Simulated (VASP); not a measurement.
Here is a VASP 6.6.1 calculation.

The input INCAR:

```
ALGO = Normal ; EDIFF = 1E-6
ENCUT = 520 ; GGA = PS
ISIF = 2 ; ISMEAR = 0
LASPH = True ; LCHARG = False
LREAL = False ; LWAVE = False
NBANDS = 16 ; NELM = 60
PREC = Accurate ; SIGMA = 0.03
```

The input KPOINTS:

```
k-points
0
Gamma
  16 16 16
```

The input POSCAR:

```
GaN
1.0
    0.0000000000      2.1352350000      2.1352350000
    2.1352350000      0.0000000000      2.1352350000
    2.1352350000      2.1352350000      0.0000000000
Ga N
1 1
Direct
    0.0000000000      0.0000000000      0.0000000000
    0.5000000000      0.5000000000      0.5000000000
```

Potentials or basis: VASP PAW PBE potentials, release 64 (Ga_d, N).

The run is started by

```sh
$ cat potpaw_PBE.64/Ga_d/POTCAR potpaw_PBE.64/N/POTCAR > POTCAR
$ mpirun -np 1 vasp_std > vasp.out
```

Problem. What does it give for the pressure?

Solution. -7.2 GPa.

Problem. Estimate the band gap on the k mesh.

Solution. 0.32 eV, indirect (least direct gap 2.37 eV).

Caveat: the PAW data sets were made with another functional, which shifts forces and pressure a little. A k mesh can miss the band edges.
